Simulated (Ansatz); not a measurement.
**Te2Mo under changes of volume**

One of the cells (64.121 Å³/atom); the others are scaled copies at fixed shape and fractional positions:

```xyz
3
Lattice="3.5602 0.0000 0.0000 -1.7801 3.0833 0.0000 0.0000 0.0000 17.5241" Properties=species:S:1:pos:R:3 pbc="T T T"
Te    0.0000    2.0555    1.7900
Te    0.0000    2.0555   15.7341
Mo    0.0000    0.0000    0.0000
```

```yaml
Program: Ansatz 0.2.0
Functional: LDA
Potentials_or_basis: all-electron LAPW, scalar-relativistic
Cutoff: 239 eV (chosen from the basis error)
Basis_error_allowed: 0.002 eV/atom
k_mesh: 9 × 9 × 2
Occupations: fermi-dirac, width 0.05 eV
Spin: no spin polarisation
```

```csv
volume (Å³/atom),energy over the lowest point (meV/atom),gap on the mesh (eV),largest force (eV/Å)
60.274,1.69,1.15,0.512
61.556,0.00,1.11,0.176
62.839,?,?,?
64.121,16.62,1.04,0.418
65.404,33.50,1.01,0.679
66.686,55.26,0.98,0.920
67.968,81.37,0.96,1.141
```

What does the run at 62.839 Å³/atom give?

Energy over the lowest point 5.23 meV/atom; gap on the mesh 1.08 eV; largest force 0.134 eV/Å.

Worked out: A Birch-Murnaghan fit of order 3 (a polynomial in V^(-2/3)) to the other rows has its minimum at 61.21 Å³/atom with B0 = V·E''(V) = 43 GPa and B' = 4.5 at fixed shape and positions, which overstates the stiffness. It gives 5.23 meV/atom at 62.839 Å³/atom, against the run's 5.23. A straight line through the other rows of the gap, of slope -1.6 eV per unit of ln V (its deformation potential), gives 1.08 eV, against the run's 1.08.

Energies are extrapolated to zero smearing.

Caveats: spin-orbit coupling is left out, which moves the levels of the heavy elements.

A mesh can miss the band edges.
